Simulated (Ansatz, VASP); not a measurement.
# Two plane-wave programs on Ta

The input INCAR:

```
SYSTEM = Ta
ALGO = Fast ; EDIFF = 1E-7
ENCUT = 520 ; GGA = PS
ISIF = 2 ; ISMEAR = 0
LASPH = .True. ; LCHARG = .False.
LREAL = .False. ; LWAVE = .False.
NBANDS = 12 ; NELM = 100
PREC = Accurate ; SIGMA = 0.15
```

KPOINTS

```
k-points
0
Gamma
  22 22 22
  0 0 0
```

POSCAR

```
Ta
1.0
   -2.0299059403      1.6720501819      1.6720501819
    1.6720501819     -2.0299059403      1.6720501819
    1.6720501819      1.6720501819     -2.0299059403
Ta
1
Direct
    0.0000000000      0.0000000000      0.0000000000
```

Input for Ansatz:

```yaml
crystal:
  lattice:
    - [-2.0299059403, 1.6720501819, 1.6720501819]
    - [1.6720501819, -2.0299059403, 1.6720501819]
    - [1.6720501819, 1.6720501819, -2.0299059403]
  atoms:
    - { symbol: Ta, position: [0.0, 0.0, 0.0] }
basis:
  ecutwfc: 420
kpoints:
  mp_grid: { grid: [22, 22, 22] }
hamiltonian:
  xc: pbesol
scf:
  occupations: { method: gaussian, width: 0.15 }
output:
  forces: true
  stress: true
  eigenvalues: true
```

Alike in both runs: task single point; functional PBEsol; k mesh 22 × 22 × 22; occupations gaussian, width 0.15 eV; no spin polarisation.

```csv
,VASP,Ansatz
version,VASP 6.6.1,Ansatz 0.2.0
potentials or method,"VASP PAW PBE potentials, release 64 (Ta_pv)","scalar-relativistic, plane waves, PAW"
plane-wave cutoff (eV),520,420
valence electrons in the cell,11,13
```

|  | VASP | Ansatz | Ansatz less VASP |
| --- | --- | --- | --- |
| gap on the k mesh at the Fermi level (eV) | none | none | - |
| pressure (GPa) | 20.0 | 19.1 | -0.83 |
| largest component of the traceless stress (GPa) | 39.53 | 38.89 | -0.641 |

A gap of «none» marks a metal or a gap that the smearing closes. The two sets of potentials don't hold the same shells in valence.

Caveats: so large a pressure means that the cell lies far from this level's equilibrium, or that cutoff or potentials fall short (VASP); the potentials were made for another functional, which shifts forces and pressure (VASP). The runs have no spin-orbit coupling, so splittings on Ta are missing.
